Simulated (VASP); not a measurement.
MgO:

```
Mg O
1.0
     3.30779    0.00000    0.00000
    -1.65389    2.86463    0.00000
     0.00000    0.00000    4.98288
Mg O
2 2
Direct
  0.33333 0.66667 0.00216
  0.66667 0.33333 0.50216
  0.33333 0.66667 0.40244
  0.66667 0.33333 0.90244
```

Measurements of this composition are mostly on another form, of space group No. 225.

| Property | Result |
| --- | --- |
| Program | VASP 6.6.1 |
| Task | relaxation of cell and atoms |
| Functional | PBE |
| Potentials or basis | VASP PAW PBE potentials, release 64 (Mg, O) |
| Cutoff | 600 eV |
| k mesh | 9 × 9 × 6 |
| Occupations | gaussian, width 0.02 eV |
| Spin | no spin polarisation |

At the start: pressure 2.8 GPa; volume 11.80 Å³/atom.

**Question.** How do energy, volume and symmetry change on relaxing?

**Answer.** Over 10 steps the energy falls by 3.1 meV/atom and the volume is 12.12 Å³/atom (+2.7 %); space group P6_3mc (No. 186, to 0.05 Å).

The path:
```
step  energy change (eV)  largest force (eV/Å)  pressure (GPa)  volume (Å³)
   1              0.0000                0.0084            2.78        47.22
   2             -0.0085                0.0383           -0.78        48.63
   3             -0.0093                0.0319           -0.01        48.30
   4             -0.0097                0.0337           -0.01        48.32
   5             -0.0108                0.0384           -0.01        48.37
   6             -0.0120                0.0421           -0.02        48.47
   7             -0.0123                0.0117            0.00        48.47
   8             -0.0123                0.0012            0.01        48.47
   9             -0.0123                0.0021            0.00        48.48
  10             -0.0123                0.0042            0.01        48.49
```

Final structure:
```
Mg O
1.0
     3.31032    0.00000    0.00000
    -1.65516    2.86682    0.00000
     0.00000    0.00000    5.10953
Mg O
2 2
Direct
  0.33333 0.66667 0.00624
  0.66667 0.33333 0.50624
  0.33333 0.66667 0.39836
  0.66667 0.33333 0.89836
```
